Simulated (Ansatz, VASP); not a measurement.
# One calculation of CdS, two programs

```xyz
2
Lattice="0.0000 2.9430 2.9430 2.9430 0.0000 2.9430 2.9430 2.9430 0.0000" Properties=species:S:1:pos:R:3 pbc="T T T"
Cd    0.0000    0.0000    0.0000
S     1.4715    1.4715    1.4715
```

The cell is a database's computed one.

Alike in both runs: task relaxation of cell and atoms; functional PBE; k mesh 8 × 8 × 8; occupations gaussian, width 0.02 eV; no spin polarisation.

|  | VASP | Ansatz |
| --- | --- | --- |
| version | VASP 6.6.1 | Ansatz 0.2.0 |
| potentials or method | VASP PAW PBE potentials, release 64 (Cd, S) | scalar-relativistic, plane waves, PAW |
| plane-wave cutoff (eV) | 600 | 420 |
| valence electrons in the cell | 18 | 26 |

|  | VASP | Ansatz | Ansatz less VASP |
| --- | --- | --- | --- |
| gap on the k mesh at the Fermi level, each at its own relaxed structure (eV) | 1.03 | 1.04 | +0.009 |
| relaxed volume (Å³/atom) | 26.15 | 26.01 | -0.136 |
| relaxed cell length with the largest relative difference (Å) | 4.197 | 4.190 | -0.0073 |
| energy change over the relaxation (meV/atom) | -3 | -2 | +1.0 |

The two sets of potentials don't hold the same shells in valence.
